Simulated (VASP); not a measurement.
**W: relaxation of cell and atoms with r2SCAN+D4**

W:

```
W
1.0
    -1.58234    1.58234    1.58234
     1.58234   -1.58234    1.58234
     1.58234    1.58234   -1.58234
W
1
Direct
  0.00000 0.00000 0.00000
```

- Program: VASP 6.6.1
- Task: relaxation of cell and atoms
- Functional: r2SCAN
- Dispersion: D4
- Potentials or basis: VASP PAW PBE potentials, release 64 (W_sv)
- Cutoff: 600 eV
- k mesh: 12 × 12 × 12
- Occupations: fermi-dirac, width 0.05 eV
- Spin: no spin polarisation
- Further INCAR settings: ALGO = Normal; EDIFF = 1e-06; IBRION = 2; EDIFFG = -0.005; NSW = 40; ISIF = 3

The relaxed volume is 15.89 Å³/atom. The relaxed cell is a = 2.743 Å, b = 2.743 Å, c = 2.743 Å, α = 109.47°, β = 109.47°, γ = 109.47°, the space group after relaxing (to 0.05 Å) is Im-3m (No. 229) and the energy gained by relaxing is 0.1 meV/atom. The ionic steps are 3, the pressure after relaxing is 0.0 GPa and the band gap on the k mesh is none (metal or under the smearing width). The dispersion energy per atom is -0.219 eV.

The path:
```
step  energy change (eV)  largest force (eV/Å)  pressure (GPa)  volume (Å³)
   1              0.0000                0.0000            0.92        15.85
   2              0.0016                0.0000           -3.31        16.06
   3             -0.0001                0.0000           -0.01        15.89
```

Final structure:
```yaml
crystal:
  lattice:
    - [-1.58387, 1.58387, 1.58387]
    - [1.58387, -1.58387, 1.58387]
    - [1.58387, 1.58387, -1.58387]
  atoms:
    - { symbol: W, position: [0.00000, 0.00000, 0.00000] }
```

Levels at points of the mesh, in eV from the Fermi level:
```tsv
k point	band 4	band 5	band 6	band 7	band 8	band 9	band 10	band 11
(0.00, 0.00, 0.00)	-38.86	-9.98	-1.15	-1.15	-1.15	2.69	2.69	15.39
(0.50, 0.00, 0.00)	-38.87	-6.41	-3.61	0.65	2.52	3.57	6.44	11.75
(0.50, 0.50, 0.50)	-39.81	-5.86	-5.86	5.45	5.45	5.45	8.66	8.66
```

It took 62 s on 1 thread of Intel(R) Xeon(R) 6975P-C (Granite Rapids) (shared host), peak memory 0.16 GiB.

Caveat: the PAW data sets were made with another functional, which shifts forces and pressure a little; pairwise dispersion overbinds metals, which lowers pressure and volume. Spin-orbit coupling is left out, which matters for the levels of W.
